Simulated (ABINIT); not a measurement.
Crystal: Sb.

```
Sb
1.0
     2.15420    1.24373    3.75800
    -2.15420    1.24373    3.75800
     0.00000   -2.48746    3.75800
Sb
2
Cartesian
  0.0000 0.0000 8.6416
  0.0000 0.0000 2.6324
```

Program: ABINIT 10.8.3 (patched build). Alike in all runs: task single point; level PBE0; potentials or basis SG15 NC PBE v1.2; no spin polarisation; cell as given; k mesh 3 × 3 × 3; cutoff (eV) 599; smearing fermi-dirac 0.05 eV; the mesh is coarse, so values aren't converged.

Task: Order these runs on this cell by their band gap on the k mesh, lowest first.
A. share of exact exchange 0.5
B. share of exact exchange 0.15
C. share of exact exchange 0.05
D. share of exact exchange 0.25
E. share of exact exchange 0.35

Result: C (1.44 eV), B (1.74 eV), D (2.04 eV), E (2.35 eV), A (2.82 eV).

Caveats: all runs use coarse meshes; exact exchange is summed on a coarse mesh, which widens gaps by tenths of an eV; spin-orbit coupling is left out, which moves the levels of the heavy elements; an odd mesh through Γ misses points on the zone boundary, where band edges often lie.
